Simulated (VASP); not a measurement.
# TePb (Fm-3m) in VASP: further runs

One crystal, TePb, is run at these levels: LDA; tasks: relaxation of the atoms.

Everything below comes from runs of VASP 6.6.1. Logs are shortened: lines on timing, memory, paths and dates and some standing lists are left out, and cuts for length are marked.

**Experimental background.**

From a printed reference work, monograph, for a bulk crystal of TePb at 4.2 K: band gap 0.19 eV (direct).

How close the calculation comes is told below.

## 1. Starting point

Symmetry: Fm-3m, No. 225, cubic system. The conventional cell has a = 6.386 Å, b = 6.386 Å, c = 6.386 Å, α = 90.00°, β = 90.00°, γ = 90.00°. Around Te (site symmetry m-3m) lie 6 Pb at 3.19 Å. Pb (site symmetry m-3m) is surrounded by 6 Te at 3.19 Å.

## 2. Relaxation of the atoms, LDA (a relaxed cell with its volume scaled by 0.98)

INCAR reads:

```
PREC     = Accurate       # precision mode
ENCUT    = 600            # plane-wave cutoff, eV
EDIFF    = 1E-7           # SCF threshold, eV
ISMEAR   = 0              # smearing method
SIGMA    = 0.03           # smearing width, eV
LREAL    = F              # projectors in reciprocal space
LASPH    = T              # aspherical terms in the spheres
NELM     = 80             # most SCF steps
ALGO     = Normal         # electronic algorithm
ISIF     = 2              # what is computed and relaxed
LWAVE    = F              # write WAVECAR
LCHARG   = F              # write CHGCAR
GGA      = CA             # functional
IBRION   = 2              # ionic algorithm
NSW      = 40             # ionic steps
EDIFFG   = -0.01          # ionic threshold
```

KPOINTS reads:

```
regular mesh
0
Gamma
  8 8 8
```

POSCAR reads:

```
TePb                                    
1.0
    0.0000000000      3.1713561236      3.1713561236
    3.1713561236      0.0000000000      3.1713561236
    3.1713561236      3.1713561236      0.0000000000
  Te              Pb            
     1     1
Direct
     0.5000000000000000    0.5000000000000000    0.5000000000000000
     0.0000000000000000    0.0000000000000000    0.0000000000000000
```

Potentials or basis: VASP PAW LDA potentials, release 64 (Te, Pb_d).

The run is started by

```sh
$ cat potpaw_LDA.64/Te/POTCAR potpaw_LDA.64/Pb_d/POTCAR > POTCAR
$ mpirun -np 1 vasp_std > vasp.out
```

OUTCAR:

```text
PREC = Accurate
   ENCUT = 600
   EDIFF = 1E-7
   ISMEAR = 0
   LREAL = F
   LASPH = T
   NELM = 80
   ISIF = 2
   GGA = CA
   IBRION = 2
   NSW = 40
   EDIFFG = -0.01

 ion  position               nearest neighbor table
   1  0.500  0.500  0.500-   2 3.17   2 3.17   2 3.17   2 3.17   2 3.17   2 3.17
   2  0.000  0.000  0.000-   1 3.17   1 3.17   1 3.17   1 3.17   1 3.17   1 3.17

  LATTYP: Found a face centered cubic cell.
 ALAT       =     6.3427122472

  Lattice vectors:

 A1 = (   0.0000000000,   3.1713561236,   3.1713561236)
 A2 = (   3.1713561236,   0.0000000000,   3.1713561236)
 A3 = (   3.1713561236,   3.1713561236,   0.0000000000)

Analysis of symmetry for initial positions (statically):
=====================================================================
 Subroutine PRICEL returns:
 Original cell was already a primitive cell.

 Routine SETGRP: Setting up the symmetry group for a
 face centered cubic supercell.

 Subroutine GETGRP returns: Found 48 space group operations
 (whereof 48 operations were pure point group operations)
 out of a pool of 48 trial point group operations.

The static configuration has the point symmetry O_h .

Analysis of symmetry for dynamics (positions and initial velocities):
=====================================================================
 Subroutine PRICEL returns:
 Original cell was already a primitive cell.

 Routine SETGRP: Setting up the symmetry group for a
 face centered cubic supercell.

 Subroutine GETGRP returns: Found 48 space group operations
 (whereof 48 operations were pure point group operations)
 out of a pool of 48 trial point group operations.

The dynamic configuration has the point symmetry O_h .

 Subroutine INISYM returns: Found 48 space group operations
 (whereof 48 operations are pure point group operations),
 and found     1 'primitive' translations

----------------------------------------------------------------------------------------

                                     Primitive cell

  volume of cell :      63.7918

  direct lattice vectors                    reciprocal lattice vectors
     0.000000000  3.171356124  3.171356124    -0.157661259  0.157661259  0.157661259
     3.171356124  0.000000000  3.171356124     0.157661259 -0.157661259  0.157661259
     3.171356124  3.171356124  0.000000000     0.157661259  0.157661259 -0.157661259

  length of vectors
     4.484974841  4.484974841  4.484974841     0.273077311  0.273077311  0.273077311

  position of ions in fractional coordinates (direct lattice)
     0.500000000  0.500000000  0.500000000
     0.000000000  0.000000000  0.000000000

  ion indices of the primitive-cell ions
   primitive index   ion index
                 1           1
                 2           2

----------------------------------------------------------------------------------------

 KPOINTS: regular mesh

Automatic generation of k-mesh.
 Grid dimensions read from file:
 generate k-points for:    8    8    8

 Generating k-lattice:

  Cartesian coordinates                     Fractional coordinates (reciprocal lattice)
    -0.019707657  0.019707657  0.019707657     0.125000000  0.000000000  0.000000000
     0.019707657 -0.019707657  0.019707657     0.000000000  0.125000000  0.000000000
     0.019707657  0.019707657 -0.019707657     0.000000000  0.000000000  0.125000000

  Length of vectors
     0.034134664  0.034134664  0.034134664

  Shift w.r.t. Gamma in fractional coordinates (k-lattice)
     0.000000000  0.000000000  0.000000000

 Subroutine IBZKPT returns following result:
 ===========================================

 Found     29 irreducible k-points:

 Following reciprocal coordinates:
            Coordinates               Weight
  0.000000  0.000000  0.000000      1.000000
  0.125000  0.000000  0.000000      8.000000
  0.250000  0.000000  0.000000      8.000000
  0.375000  0.000000  0.000000      8.000000
  0.500000  0.000000  0.000000      4.000000
  0.125000  0.125000  0.000000      6.000000
[... 16 lines left out ...]
  0.500000  0.250000  0.125000     48.000000
 -0.375000  0.250000  0.125000     24.000000
 [... further k-points ...]
   k-points           NKPTS =     29   k-points in BZ     NKDIM =     29   number of bands    NBANDS=     14
   number of dos      NEDOS =    301   number of ions     NIONS =      2
   total plane-waves  NPLWV =  46656
   dimension x,y,z NGX =    36 NGY =   36 NGZ =   36
   dimension x,y,z NGXF=    72 NGYF=   72 NGZF=   72
   ions per type =               1   1
   NGX,Y,Z   is equivalent  to a cutoff of  13.34, 13.34, 13.34 a.u.
   NGXF,Y,Z  is equivalent  to a cutoff of  26.69, 26.69, 26.69 a.u.
 SYSTEM =  unknown system
   PREC   = accura    normal or accurate (medium, high low for compatibility)
   ISTART =      0    job   : 0-new  1-cont  2-samecut
   ICHARG =      2    charge: 1-file 2-atom 10-const
   ISPIN  =      1    spin polarized calculation?
   LNONCOLLINEAR =      F non collinear calculations
   LSORBIT =      F    spin-orbit coupling
   LASPH  =      T    aspherical Exc in radial PAW
   ENCUT  =  600.0 eV  44.10 Ry    6.64 a.u.   8.96  8.96  8.96*2*pi/ulx,y,z
   NELM   =     80;   NELMIN=  2; NELMDL= -5     # of ELM steps
   EDIFF  = 0.1E-06   stopping-criterion for ELM
   LREAL  =      F    real-space projection
   EDIFFG = -.1E-01   stopping-criterion for IOM
   NSW    =     40    number of steps for IOM
   IBRION =      2    ionic relax: 0-MD 1-quasi-New 2-CG
   NFREE  =      1    steps in history (QN), initial steepest desc. (CG)
   ISIF   =      2    stress and relaxation
   ISYM   =      2    0-nonsym 1-usesym 2-fastsym
   POTIM  = 0.5000    time-step for ionic-motion
   TEBEG  =    0.0;   TEEND  =   0.0 temperature during run
   PSTRESS=    0.0 pullay stress
   NELECT =      20.0000    total number of electrons
   NUPDOWN=      -1.0000    fix difference up-down
   EMIN   =  10.00;   EMAX   =-10.00  energy-range for DOS
   EFERMI =   0.00;   METHOD = LEGACY
   ISMEAR =     0;   SIGMA  =   0.03  broadening in eV -4-tet -1-fermi 0-gaus
   EFERMI_NEDOS =   21; number of points for ismear=-14 and -15
   IALGO  =     38    algorithm
   IMIX   =      4    mixing-type and parameters
     AMIX     =   0.40;   BMIX     =  1.00
     AMIX_MAG =   1.60;   BMIX_MAG =  1.00
  volume/ion in A,a.u.               =      31.90       215.24
  Fermi-wavevector in a.u.,A,eV,Ry     =   1.112149  2.101658 16.828725  1.236876
  Thomas-Fermi vector in A             =   2.248720
   LORBIT       =      0    0 simple, 1 ext, 2 COOP (PROOUT), +10 PAW based schemes
   GGA     = CA    functional components
   LHFCALC =     F    Hartree Fock is set to
   AEXX    =    0.0000 exact exchange contribution
   IVDW    =     0    specifies the selected vdW correction
   LEPSILON=     F    determine dielectric tensor
   LRPA    =     F    only Hartree local field effects (RPA)
 conjugate gradient relaxation of ions
 non-spin polarized calculation
 Gauss-broadening in eV      SIGMA  =   0.03
  energy-cutoff  :      600.00
  volume of cell :       63.79
 maximum number of plane-waves:      2148
   NGX = 17   NGY = 17   NGZ = 17

 number of electron      19.9999999 magnetization

 Free energy of the ion-electron system (eV)
  ---------------------------------------------------
  ext. energy  EPLUGINS =         0.00000000
  ---------------------------------------------------
  free energy    TOTEN  =        -8.77065881 eV

  energy without entropy =       -8.77065881  energy(sigma->0) =       -8.77065881

 E-fermi :   6.3673     XC(G=0):  -9.8215

 val. band max:        6.1800341281   @ k =   0.5000   0.0000   0.0000
 cond. band min:       6.6926437940   @ k =   0.5000   0.0000   0.0000
 fundamental gap:      0.5126096659
 Fermi energy:         6.3673219396

 k-point     1 :       0.0000    0.0000    0.0000
  band No.  band energies     occupation
      1     -10.6116      2.00000
      2     -10.6116      2.00000
      3     -10.5931      2.00000
      4     -10.5931      2.00000
      5     -10.5931      2.00000
      6      -6.3711      2.00000
      7       0.6368      2.00000
      8       4.6010      2.00000
      9       4.6010      2.00000
     10       4.6010      2.00000
     11      10.2126      0.00000
     12      10.2126      0.00000
     13      10.2126      0.00000
     14      11.8164      0.00000

 k-point     2 :       0.1250    0.0000    0.0000
  band No.  band energies     occupation
      1     -10.6140      2.00000
      2     -10.6140      2.00000
      3     -10.5927      2.00000
      4     -10.5904      2.00000
      5     -10.5904      2.00000
      6      -6.2263      2.00000
      7       0.1160      2.00000
      8       4.6452      2.00000
      9       4.6452      2.00000
     10       4.9082      2.00000
     11       9.3974      0.00000
     12       9.5761      0.00000
     13       9.5761      0.00000
     14      11.6162      0.00000

 k-point     3 :       0.2500    0.0000    0.0000
  band No.  band energies     occupation
      1     -10.6209      2.00000
      2     -10.6209      2.00000
      3     -10.5918      2.00000
      4     -10.5828      2.00000
      5     -10.5828      2.00000
      6      -5.8076      2.00000
      7      -1.0064      2.00000
      8       4.7827      2.00000
      9       4.7827      2.00000
     10       5.4338      2.00000
     11       8.1752      0.00000
     12       8.4878      0.00000
     13       8.4878      0.00000
     14      11.9488      0.00000
[... 324 lines left out ...]
 k-point    23 :       0.5000    0.2500    0.1250
  band No.  band energies     occupation
      1     -10.6492      2.00000
      2     -10.6191      2.00000
      3     -10.5902      2.00000
      4     -10.5760      2.00000
      5     -10.5704      2.00000
      6      -4.8985      2.00000
      7      -2.0537      2.00000
      8       3.0129      2.00000
      9       3.7619      2.00000
     10       5.3383      2.00000
     11       7.7316      0.00000
     12       9.2658      0.00000
     13      10.4062      0.00000
     14      11.8613      0.00000

 k-point    24 :      -0.3750    0.2500    0.1250
  band No.  band energies     occupation
      1     -10.6515      2.00000
      2     -10.6223      2.00000
      3     -10.5858      2.00000
      4     -10.5783      2.00000
      5     -10.5676      2.00000
      6      -4.5547      2.00000
      7      -2.4889      2.00000
      8       3.0587      2.00000
      9       3.2943      2.00000
     10       5.6200      2.00000
     11       7.3154      0.00000
     12       9.7162      0.00000
     13      10.2414      0.00000
     14      12.8709      0.00000

 [... further k-points ...]
[... 5 lines left out ...]
  --------------------------------------------------------------------------------------
  -------------------------------------------------------------------------------------
  Total        0.4047415      0.4047415      0.4047415     -0.0000000     -0.0000000      0.0000000
  in kB       10.1653732     10.1653732     10.1653732     -0.0000000     -0.0000000      0.0000000
  external PRESSURE =      10.1653732 kB  Pullay stress =       0.0000000 kB

 VOLUME and BASIS-vectors are now :
 -----------------------------------------------------------------------------
  energy-cutoff  :      600.00
  volume of cell :       63.79
      direct lattice vectors                 reciprocal lattice vectors
     0.000000000  3.171356124  3.171356124    -0.157661259  0.157661259  0.157661259
     3.171356124  0.000000000  3.171356124     0.157661259 -0.157661259  0.157661259
     3.171356124  3.171356124  0.000000000     0.157661259  0.157661259 -0.157661259

 POSITION                                       TOTAL-FORCE (eV/Angst)
 -----------------------------------------------------------------------------------
      3.17136      3.17136      3.17136         0.000000      0.000000      0.000000
      0.00000      0.00000      0.00000        -0.000000     -0.000000     -0.000000
 -----------------------------------------------------------------------------------
    total drift:                               -0.000000      0.000000      0.000000

  FREE ENERGIE OF THE ION-ELECTRON SYSTEM (eV)
  ---------------------------------------------------
  free  energy   TOTEN  =        -8.7706588121 eV

  energy  without entropy=       -8.7706588121  energy(sigma->0) =       -8.77065881

 reached required accuracy - stopping structural energy minimisation
```

Wall time 18 s (1 thread of AMD EPYC 9R45 (Zen 5), shared host); peak memory 0.15 GiB.

Results:

```
Free energy             : -8.7707 eV
Pressure after relaxing : 1.0 GPa
Band gap on the k mesh  : 0.51 eV, direct
```

Final structure:
```
CELL_PARAMETERS angstrom
0.00000 3.17136 3.17136
3.17136 0.00000 3.17136
3.17136 3.17136 0.00000
ATOMIC_POSITIONS crystal
Te 0.50000 0.50000 0.50000
Pb 0.00000 0.00000 0.00000
```

Caveat: the relaxation stopped at its first step, so nothing moved; spin-orbit coupling is left out, which as a rule narrows the gap of such compounds by several tenths of an eV. A k mesh can miss the band edges.

## 3. Relaxation of the atoms, LDA

INCAR is that of step 2.

KPOINTS is that of step 2.

POSCAR reads:

```
TePb                                    
1.0
    0.0000000000      3.1927848555      3.1927848555
    3.1927848555      0.0000000000      3.1927848555
    3.1927848555      3.1927848555      0.0000000000
  Te              Pb            
     1     1
Direct
     0.5000000000000000    0.5000000000000000    0.5000000000000000
     0.0000000000000000    0.0000000000000000    0.0000000000000000
```

Potentials or basis: VASP PAW LDA potentials, release 64 (Te, Pb_d).

The run is started by

```sh
$ cat potpaw_LDA.64/Te/POTCAR potpaw_LDA.64/Pb_d/POTCAR > POTCAR
$ mpirun -np 1 vasp_std > vasp.out
```

It took 18 s on 1 thread of AMD EPYC 9R45 (Zen 5), shared host; peak memory 0.16 GiB.

Results (log left out):

```yaml
Free_energy: -8.7748 eV
Pressure_after_relaxing: 0.0 GPa
Band_gap_on_the_k_mesh: 0.56 eV, direct
```

Final structure:
```
CELL_PARAMETERS angstrom
0.00000 3.19278 3.19278
3.19278 0.00000 3.19278
3.19278 3.19278 0.00000
ATOMIC_POSITIONS crystal
Te 0.50000 0.50000 0.50000
Pb 0.00000 0.00000 0.00000
```

Levels at points of the mesh, in eV from the valence-band top:
```csv
k point,band 6,band 7,band 8,band 9,band 10,band 11,band 12,band 13,band 14
"(0.00, 0.00, 0.00)",-12.37,-5.59,-1.49,-1.49,-1.49,4.02,4.02,4.02,5.69
"(0.50, 0.00, 0.00)",-10.83,-8.84,-0.99,-0.99,0.00,0.56,1.11,1.11,8.33
"(0.50, 0.50, 0.00)",-10.55,-7.42,-4.81,-3.03,-3.03,3.09,5.51,5.51,6.81
```

Caveat: the relaxation stopped at its first step, so nothing moved; spin-orbit coupling is left out, which as a rule narrows the gap of such compounds by several tenths of an eV.

[end of part 1 of 2]
